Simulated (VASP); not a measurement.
# Nb (Im-3m) in VASP: a series of runs

The runs below take Nb through electron localisation function, density of states, band structure, with optB86b-vdW+U, SCAN+U, LDA, PBE, PBEsol.

Program: VASP 6.6.1. These are calculated values, not measurements. Logs are shortened: lines on timing, memory, paths and dates and some standing lists are left out, and cuts for length are marked.

### 1 The crystal as given

The structure is cubic, space group Im-3m (No. 229). The conventional cell has a = 3.328 Å, b = 3.328 Å, c = 3.328 Å, α = 90.00°, β = 90.00°, γ = 90.00°. Nb (site symmetry m-3m) has 8 Nb at 2.88 Å as nearest neighbours.

### 2 Electron localisation function, optB86b-vdW+U, collinear spin, ferromagnetic start (cell strained at random at fixed volume)

Contents of INCAR:

```
PREC = Accurate
ENCUT = 520
EDIFF = 1E-6
ISMEAR = 0
SIGMA = 0.05
LREAL = Auto
LASPH = True
NELM = 100
ALGO = Normal
ISIF = 2
LWAVE = False
LCHARG = True
ISPIN = 2
MAGMOM = 0.5
LORBIT = 11
NUPDOWN = 3
LMAXMIX = 4
LDAU = True
LDAUTYPE = 1
LDAUL = 2
LDAUU = 4
LDAUJ = 0.5
LDAUPRINT = 1
GGA = MK
LUSE_VDW = True
AGGAC = 0.0
PARAM1 = 0.1234
PARAM2 = 1.0
LELF = True
```

Contents of KPOINTS:

```
regular mesh
0
Gamma
  11 11 11
```

Contents of POSCAR:

```
Nb
2.8206
   -0.572109480252      0.581949939729      0.577937318301
    0.576360348862     -0.601656385166      0.601894986882
    0.586325604481      0.615872509395     -0.597643763738
Nb
1
Direct
    0.0023620000      0.0049470000     -0.0237220000
```

Potentials or basis: VASP PAW PBE potentials, release 64 (Nb_sv).

Started as:

```bash
> cat potpaw_PBE.64/Nb_sv/POTCAR > POTCAR
> mpirun -np 1 vasp_std > vasp.out
```

OUTCAR:

```text
PREC = Accurate
   ENCUT = 520
   EDIFF = 1E-6
   ISMEAR = 0
   LREAL = Auto
   LASPH = True
   NELM = 100
   ISIF = 2
   ISPIN = 2
   LORBIT = 11
   NUPDOWN = 3
   GGA = MK

 ion  position               nearest neighbor table
   1  0.002  0.005  0.976-

  LATTYP: Found a triclinic cell.
 ALAT       =     7.6318294006
 B/A-ratio  =     0.6316930020
 C/A-ratio  =     0.3695812446
 COS(alpha) =     0.0056058378
 COS(beta)  =     0.2539544728
 COS(gamma) =     0.9521839875

  Lattice vectors:

 A1 = (   0.0682060000,   6.8127400000,  -3.4390030000)
 A2 = (   0.0281080000,   3.4341620000,  -3.3834190000)
 A3 = (  -1.6136920000,   1.6414480000,   1.6301300000)

Analysis of symmetry for initial positions (statically):
=====================================================================
 Subroutine PRICEL returns:
 Original cell was already a primitive cell.

 Routine SETGRP: Setting up the symmetry group for a
 triclinic supercell.

 Subroutine GETGRP returns: Found  2 space group operations
 (whereof  1 operations were pure point group operations)
 out of a pool of  2 trial point group operations.

The static configuration has the point symmetry C_1 .
 The point group associated with its full space group is S_2 .

Analysis of symmetry for dynamics (positions and initial velocities):
=====================================================================
 Subroutine PRICEL returns:
 Original cell was already a primitive cell.

 Routine SETGRP: Setting up the symmetry group for a
 triclinic supercell.

 Subroutine GETGRP returns: Found  2 space group operations
 (whereof  1 operations were pure point group operations)
 out of a pool of  2 trial point group operations.

The dynamic configuration has the point symmetry C_1 .
 The point group associated with its full space group is S_2 .

Analysis of structural, dynamic, and magnetic symmetry:
=====================================================================
 Subroutine PRICEL returns:
 Original cell was already a primitive cell.

 Routine SETGRP: Setting up the symmetry group for a
 triclinic supercell.

 Subroutine GETGRP returns: Found  2 space group operations
 (whereof  1 operations were pure point group operations)
 out of a pool of  2 trial point group operations.

The overall configuration has the point symmetry C_1 .
 The point group associated with its full space group is S_2 .

 Subroutine INISYM returns: Found  2 space group operations
 (whereof  1 operations are pure point group operations),
 and found     1 'primitive' translations

----------------------------------------------------------------------------------------

                                     Primitive cell

  volume of cell :      18.4281

  direct lattice vectors                    reciprocal lattice vectors
    -1.613692000  1.641448000  1.630130000    -0.004798303  0.301066196  0.305541589
     1.625682000 -1.697032000  1.697705000     0.303816186  0.001320293  0.299423088
     1.653790000  1.737130000 -1.685714000     0.301337238  0.292468654  0.003799330

  length of vectors
     2.820581008  2.899131222  2.931599170     0.428974989  0.426567936  0.419948187

  position of ions in fractional coordinates (direct lattice)
     0.002362000  0.004947000  0.976278000

  ion indices of the primitive-cell ions
   primitive index   ion index
                 1           1

----------------------------------------------------------------------------------------

 KPOINTS: regular mesh

Automatic generation of k-mesh.
 Grid dimensions read from file:
 generate k-points for:   11   11   11

 Generating k-lattice:

  Cartesian coordinates                     Fractional coordinates (reciprocal lattice)
    -0.000436209  0.027369654  0.027776508     0.090909091  0.000000000 -0.000000000
     0.027619653  0.000120027  0.027220281    -0.000000000  0.090909091  0.000000000
     0.027394294  0.026588059  0.000345394     0.000000000 -0.000000000  0.090909091

  Length of vectors
     0.038997726  0.038778903  0.038177108

[... 34 lines left out ...]

  energy without entropy =       -2.13031273  energy(sigma->0) =       -2.13096430

 E-fermi :  10.5122     XC(G=0): -12.2496

 val. band max:       13.7926403347   @ k =   0.3636  -0.0909   0.3636
 cond. band min:      10.5132654628   @ k =   0.0909   0.4545   0.2727
 fundamental gap:     -3.2793748719
 Fermi energy:        13.7937292086

 spin component 1

 k-point     1 :       0.0000    0.0000    0.0000
  band No.  band energies     occupation
      1     -43.7127      1.00000
      2     -19.2217      1.00000
      3     -19.1801      1.00000
      4     -19.1267      1.00000
      5       4.1003      1.00000
      6       9.9157      1.00000
      7      10.2417      1.00000
      8      10.7984      1.00000
      9      13.6784      0.99945
     10      14.3154      0.00000
[... 603 lines left out ...]
 k-point    24 :      -0.4545    0.1818    0.0000
  band No.  band energies     occupation
      1     -42.1887      1.00000
      2     -18.8660      1.00000
      3     -18.1377      1.00000
      4     -17.8899      1.00000
      5       9.8638      1.00000
      6      11.6815      0.00000
      7      12.5284      0.00000
      8      15.7621      0.00000
      9      16.5307      0.00000
     10      19.5536      0.00000

 [... further k-points ...]

------------------------ aborting loop because EDIFF is reached ----------------------------------------

 total charge

# of ion       s       p       d       tot
------------------------------------------
    1        2.227   6.000   2.517  10.744

 magnetization (x)

# of ion       s       p       d       tot
------------------------------------------
    1        0.019   0.103   1.956   2.078

Total vdW correction in eV:      1.6393239

  FORCE on cell =-STRESS in cart. coord.  units (eV):
  Direction    XX          YY          ZZ          XY          YZ          ZX
  --------------------------------------------------------------------------------------
  -------------------------------------------------------------------------------------
  Total        4.0890048      4.7140036      4.2647048     -0.4414351      0.6259094     -0.1619818
  in kB      355.5062926    409.8449399    370.7820045    -38.3792526     54.4178206    -14.0830211
  external PRESSURE =     378.7110790 kB  Pullay stress =       0.0000000 kB

 VOLUME and BASIS-vectors are now :
 -----------------------------------------------------------------------------
  energy-cutoff  :      520.00
  volume of cell :       18.43
      direct lattice vectors                 reciprocal lattice vectors
    -1.613692000  1.641448000  1.630130000    -0.004798303  0.301066196  0.305541589
     1.625682000 -1.697032000  1.697705000     0.303816186  0.001320293  0.299423088
     1.653790000  1.737130000 -1.685714000     0.301337238  0.292468654  0.003799330

  length of vectors
     2.820581008  2.899131222  2.931599170     0.428974989  0.426567936  0.419948187

 FORCES acting on ions
    electron-ion (+dipol)            ewald-force                    non-local-force                 convergence-correction
 -----------------------------------------------------------------------------------------------
   0.317E-05 0.263E-05 0.488E-05   0.152E-14 -.255E-15 -.144E-14   -.678E-20 0.000E+00 0.678E-20   -.406E-09 -.134E-08 -.733E-09
 -----------------------------------------------------------------------------------------------
   0.317E-05 0.263E-05 0.488E-05   0.152E-14 -.255E-15 -.144E-14   -.678E-20 0.000E+00 0.678E-20   -.406E-09 -.134E-08 -.733E-09

 POSITION                                       TOTAL-FORCE (eV/Angst)
 -----------------------------------------------------------------------------------
      1.61879      1.69140     -1.63348        -0.000000      0.000000      0.000000
 -----------------------------------------------------------------------------------
    total drift:                                0.000003      0.000003      0.000005

--------------------------------------------------------------------------------------------------------

  FREE ENERGIE OF THE ION-ELECTRON SYSTEM (eV)
  ---------------------------------------------------
  free  energy   TOTEN  =        -2.1316158668 eV

  energy  without entropy=       -2.1303127281  energy(sigma->0) =       -2.13096430

--------------------------------------------------------------------------------------------------------

Total vdW correction in eV:      1.6393267

--------------------------------------------------------------------------------------------------------

 total charge

# of ion       s       p       d       tot
------------------------------------------
    1        2.227   6.000   2.517  10.744

 magnetization (x)

# of ion       s       p       d       tot
------------------------------------------
    1        0.019   0.103   1.956   2.078

=======================================================================
```

It took 7.2 min on 1 thread of AMD EPYC 9R45 (Zen 5), shared host; peak memory 0.37 GiB.

Results:

```
Free energy                                           : -2.1316 eV
Pressure                                              : 37.9 GPa
Net moment                                            : 3.00 μB per cell
Site moments                                          : Nb +2.08 μB
Valence electrons inside the program's atomic spheres : Nb 10.74
```

Eigenvalues of the final occupation matrices:
| site | spin | trace | eigenvalues |
| --- | --- | --- | --- |
| site 1 d | 1 | 2.27 | 0.31 0.39 0.50 0.53 0.54 |
| site 1 d | 2 | 0.28 | 0.03 0.03 0.04 0.08 0.10 |

Caveat: the moment is held away from its start; the PAW data sets were made with another functional, which shifts forces and pressure a little; the total moment is fixed, so each spin has its own Fermi level; the U is typed as a test and isn't derived for this compound.

### 3 Density of states, SCAN+U, collinear spin, ferromagnetic start, spin-orbit coupling

This run uses another cell than the first one, of the same volume but with other edges.

Contents of INCAR:

```
  PREC = Accurate
  ENCUT = 520
  EDIFF = 1E-7
  ISMEAR = -5
  SIGMA = 0.05
  LREAL = F
  LASPH = T
  NELM = 100
  ALGO = Normal
  ISIF = 2
  LWAVE = F
  LCHARG = F
  MAGMOM = 0.289 0.289 0.289
  LORBIT = 10
  LSORBIT = T
  GGA_COMPAT = F
  LORBMOM = T
  LMAXMIX = 4
  LDAU = T
  LDAUTYPE = 2
  LDAUL = 2
  LDAUU = 6.2
  LDAUJ = 0
  LDAUPRINT = 1
  METAGGA = SCAN
  LMIXTAU = T
  NEDOS = 1001
```

Contents of KPOINTS:

```
regular mesh
0
Gamma
  8 8 8
```

Contents of POSCAR:

```
Nb
1.0
   -1.6639500000      1.6639500000      1.6639500000
    1.6639500000     -1.6639500000      1.6639500000
    1.6639500000      1.6639500000     -1.6639500000
Nb
1
Direct
    0.0000000000      0.0000000000      0.0000000000
```

Potentials or basis: VASP PAW PBE potentials, release 64 (Nb_sv).

Started as:

```bash
> cat potpaw_PBE.64/Nb_sv/POTCAR > POTCAR
> mpirun -np 1 vasp_ncl > vasp.out
```

Wall time 17 min (1 thread of AMD EPYC 9R45 (Zen 5), shared host); peak memory 0.24 GiB.

It converged, with:

- Free energy: -28.0067 eV
- Pressure: 15.4 GPa
- Net moment: 0.63 μB per cell
- Valence electrons inside the program's atomic spheres: Nb 10.30

Moments on the atoms (μB; x, y, z):
```
Nb  0.25 0.25 0.25
```

Caveat: the PAW data sets were made with another functional, which shifts forces and pressure a little; the U is typed as a test and isn't derived for this compound. The state reached can hang on the start; a lower one may exist.

### 4 Band structure, LDA

This run uses another cell than the first one, of the same volume but with other edges.

POSCAR is that of step 3.

Contents of INCAR.step1:

```
SYSTEM = Nb
PREC = Accurate
ENCUT = 520
EDIFF = 1E-6
ISMEAR = -1
SIGMA = 0.05
LREAL = .FALSE.
LASPH = .TRUE.
NELM = 100
ALGO = Normal
ISIF = 2
LWAVE = .FALSE.
LCHARG = .TRUE.
LMAXMIX = 4
NBANDS = 12
```

Contents of KPOINTS.step1:

```
regular mesh
0
G
  11 11 11
  0 0 0
```

Contents of INCAR.step2:

```
SYSTEM = Nb
PREC = Accurate
ENCUT = 520
EDIFF = 1E-6
ISMEAR = 0
SIGMA = 0.05
LREAL = .FALSE.
LASPH = .TRUE.
NELM = 100
ALGO = Normal
ISIF = 2
LWAVE = .FALSE.
LCHARG = .FALSE.
LMAXMIX = 4
NBANDS = 12
ICHARG = 11
```

Contents of KPOINTS.step2:

```
path GHNGPH,PN
20
line-mode
reciprocal
 0.0000000000  0.0000000000  0.0000000000  G
 0.5000000000 -0.5000000000  0.5000000000  H

 0.5000000000 -0.5000000000  0.5000000000  H
 0.0000000000  0.0000000000  0.5000000000  N

 0.0000000000  0.0000000000  0.5000000000  N
 0.0000000000  0.0000000000  0.0000000000  G

 0.0000000000  0.0000000000  0.0000000000  G
 0.2500000000  0.2500000000  0.2500000000  P

 0.2500000000  0.2500000000  0.2500000000  P
 0.5000000000 -0.5000000000  0.5000000000  H

 0.2500000000  0.2500000000  0.2500000000  P
 0.0000000000  0.0000000000  0.5000000000  N
```

Potentials or basis: VASP PAW LDA potentials, release 64 (Nb_sv).

Started as:

```bash
> cat potpaw_LDA.64/Nb_sv/POTCAR > POTCAR
> cp INCAR.step1 INCAR
> cp KPOINTS.step1 KPOINTS
> mpirun -np 1 vasp_std > vasp.out
> cp INCAR.step2 INCAR
> cp KPOINTS.step2 KPOINTS
> mpirun -np 1 vasp_std > vasp.out
```

It took 16 s on 1 thread of Intel Xeon Platinum 8375C at 2.90GHz (Ice Lake), shared host; peak memory 0.14 GiB.

The run converged. Its results:

* Band gap along the path: none (metal or under the smearing width)

Levels at the corners of the path, in eV from the Fermi level:
```tsv
point	band 2	band 3	band 4	band 5	band 6	band 7	band 8	band 9	band 10	band 11
Γ	-29.56	-29.56	-29.56	-5.84	0.39	0.39	0.39	3.21	3.21	14.23
H	-30.44	-30.44	-30.44	-3.56	-3.56	5.50	5.50	5.50	8.92	8.92
H	-30.44	-30.44	-30.44	-3.56	-3.56	5.50	5.50	5.50	8.92	8.92
N	-30.84	-29.96	-29.57	-3.60	-1.57	2.28	3.23	3.89	6.24	11.62
N	-30.84	-29.96	-29.57	-3.60	-1.57	2.28	3.23	3.89	6.24	11.62
Γ	-29.56	-29.56	-29.56	-5.84	0.39	0.39	0.39	3.21	3.21	14.23
Γ	-29.56	-29.56	-29.56	-5.84	0.39	0.39	0.39	3.21	3.21	14.23
P	-30.21	-30.21	-30.21	-1.03	-1.03	-1.03	4.01	4.01	9.09	11.77
P	-30.21	-30.21	-30.21	-1.03	-1.03	-1.03	4.01	4.01	9.09	11.77
H	-30.44	-30.44	-30.44	-3.56	-3.56	5.50	5.50	5.50	8.92	8.92
P	-30.21	-30.21	-30.21	-1.03	-1.03	-1.03	4.01	4.01	9.09	11.77
N	-30.84	-29.96	-29.57	-3.60	-1.57	2.28	3.23	3.89	6.24	11.62
```

Caveat: the log is that of the step along the path at fixed density, whose energy, stress, charges and moments have no meaning.

### 5 Band structure, PBE

This run uses another cell than the first one, of the same volume but with other edges.

POSCAR is that of step 4.

INCAR.step1: that of step 4 with these lines changed.

```diff
@@ -14,2 +14,3 @@
 LMAXMIX = 4
+GGA = PE
 NBANDS = 12
```

KPOINTS.step1 is that of step 4.

INCAR.step2: that of step 4 with these lines changed.

```diff
@@ -14,2 +14,3 @@
 LMAXMIX = 4
+GGA = PE
 NBANDS = 12
```

KPOINTS.step2 is that of step 4.

Potentials or basis: VASP PAW PBE potentials, release 64 (Nb_sv).

Started as:

```bash
> cat potpaw_PBE.64/Nb_sv/POTCAR > POTCAR
> cp INCAR.step1 INCAR
> cp KPOINTS.step1 KPOINTS
> mpirun -np 1 vasp_std > vasp.out
> cp INCAR.step2 INCAR
> cp KPOINTS.step2 KPOINTS
> mpirun -np 1 vasp_std > vasp.out
```

It took 17 s on 1 thread of Intel Xeon Platinum 8375C at 2.90GHz (Ice Lake), shared host; peak memory 0.15 GiB.

Results (log left out):

* Band gap along the path: none (metal or under the smearing width)

Levels at the corners of the path, in eV from the Fermi level:
```
point  band 3  band 4  band 5  band 6  band 7  band 8  band 9  band 10
    Γ  -29.72  -29.72   -5.87    0.40    0.40    0.40    3.24     3.24
    H  -30.58  -30.58   -3.55   -3.55    5.48    5.48    5.48     8.92
    H  -30.58  -30.58   -3.55   -3.55    5.48    5.48    5.48     8.92
    N  -30.11  -29.73   -3.59   -1.56    2.21    3.26    3.92     6.22
    N  -30.11  -29.73   -3.59   -1.56    2.21    3.26    3.92     6.22
    Γ  -29.72  -29.72   -5.87    0.40    0.40    0.40    3.24     3.24
    Γ  -29.72  -29.72   -5.87    0.40    0.40    0.40    3.24     3.24
    P  -30.35  -30.35   -1.05   -1.05   -1.05    4.05    4.05     9.19
    P  -30.35  -30.35   -1.05   -1.05   -1.05    4.05    4.05     9.19
    H  -30.58  -30.58   -3.55   -3.55    5.48    5.48    5.48     8.92
    P  -30.35  -30.35   -1.05   -1.05   -1.05    4.05    4.05     9.19
    N  -30.11  -29.73   -3.59   -1.56    2.21    3.26    3.92     6.22
```

Caveat: the log is that of the step along the path at fixed density, whose energy, stress, charges and moments have no meaning.

### 6 Band structure, PBEsol

This run uses another cell than the first one, of the same volume but with other edges.

POSCAR is that of step 5.

INCAR.step1: that of step 5 with these lines changed.

```diff
@@ -14,3 +14,3 @@
 LMAXMIX = 4
-GGA = PE
+GGA = PS
 NBANDS = 12
```

KPOINTS.step1 is that of step 5.

INCAR.step2: that of step 5 with these lines changed.

```diff
@@ -14,3 +14,3 @@
 LMAXMIX = 4
-GGA = PE
+GGA = PS
 NBANDS = 12
```

KPOINTS.step2 is that of step 5.

Potentials or basis: VASP PAW PBE potentials, release 64 (Nb_sv).

Started as:

```bash
> cat potpaw_PBE.64/Nb_sv/POTCAR > POTCAR
> cp INCAR.step1 INCAR
> cp KPOINTS.step1 KPOINTS
> mpirun -np 1 vasp_std > vasp.out
> cp INCAR.step2 INCAR
> cp KPOINTS.step2 KPOINTS
> mpirun -np 1 vasp_std > vasp.out
```

Run time: 17 s. Hardware: 1 thread of Intel Xeon Platinum 8375C at 2.90GHz (Ice Lake), shared host; peak memory 0.15 GiB.

Results (log left out):

```
Band gap along the path : none (metal or under the smearing width)
```

Levels at the corners of the path, in eV from the Fermi level:
```tsv
point	band 2	band 3	band 4	band 5	band 6	band 7	band 8	band 9	band 10	band 11
Γ	-29.63	-29.63	-29.63	-5.89	0.41	0.41	0.41	3.24	3.24	14.19
H	-30.51	-30.51	-30.51	-3.57	-3.57	5.52	5.52	5.52	8.89	8.89
H	-30.51	-30.51	-30.51	-3.57	-3.57	5.52	5.52	5.52	8.89	8.89
N	-30.91	-30.04	-29.64	-3.61	-1.56	2.21	3.26	3.93	6.26	11.58
N	-30.91	-30.04	-29.64	-3.61	-1.56	2.21	3.26	3.93	6.26	11.58
Γ	-29.63	-29.63	-29.63	-5.89	0.41	0.41	0.41	3.24	3.24	14.19
Γ	-29.63	-29.63	-29.63	-5.89	0.41	0.41	0.41	3.24	3.24	14.19
P	-30.28	-30.28	-30.28	-1.04	-1.04	-1.04	4.05	4.05	9.12	11.73
P	-30.28	-30.28	-30.28	-1.04	-1.04	-1.04	4.05	4.05	9.12	11.73
H	-30.51	-30.51	-30.51	-3.57	-3.57	5.52	5.52	5.52	8.89	8.89
P	-30.28	-30.28	-30.28	-1.04	-1.04	-1.04	4.05	4.05	9.12	11.73
N	-30.91	-30.04	-29.64	-3.61	-1.56	2.21	3.26	3.93	6.26	11.58
```

Caveat: the log is that of the step along the path at fixed density, whose energy, stress, charges and moments have no meaning; the PAW data sets were made with another functional, which shifts forces and pressure a little.

### 7 Overview

```tsv
task	level	potentials or basis	spin	U	fixed moment (μB)	cell	k mesh	smearing	LDAUTYPE	hund's J	other keys	pressure (GPa)	moment (μB)
electron localisation function	optB86b-vdW+U	VASP PAW PBE potentials, release 64 (Nb_sv)	collinear, ferromagnetic start	Nb d U = 4 eV, J = 0.5 eV	3	cell strained at random at fixed volume	11 × 11 × 11	gaussian 0.05 eV	1	0.5	LREAL = Auto	37.9	3.00
density of states	SCAN+U	VASP PAW PBE potentials, release 64 (Nb_sv)	collinear, ferromagnetic start, SOC	Nb d U = 6.2 eV	-	as given	8 × 8 × 8	tetrahedron	-	-	-	15.4	0.63
band structure	LDA	VASP PAW LDA potentials, release 64 (Nb_sv)	off	-	-	as given	11 × 11 × 11	fermi-dirac 0.05 eV	-	-	-	-	-
band structure	PBE	VASP PAW PBE potentials, release 64 (Nb_sv)	off	-	-	as given	11 × 11 × 11	fermi-dirac 0.05 eV	-	-	-	-	-
band structure	PBEsol	VASP PAW PBE potentials, release 64 (Nb_sv)	off	-	-	as given	11 × 11 × 11	fermi-dirac 0.05 eV	-	-	-	-	-
```

Alike in all rows: cutoff (eV) 520.

Caveats: the PAW data sets were made with another functional, which shifts forces and pressure a little (some runs); the U is typed as a test and isn't derived for this compound (some runs); the moment is held away from its start (some runs); the total moment is fixed, so each spin has its own Fermi level (some runs).

Total energies depend on the potentials used, so only differences within one code and one set of settings carry meaning.
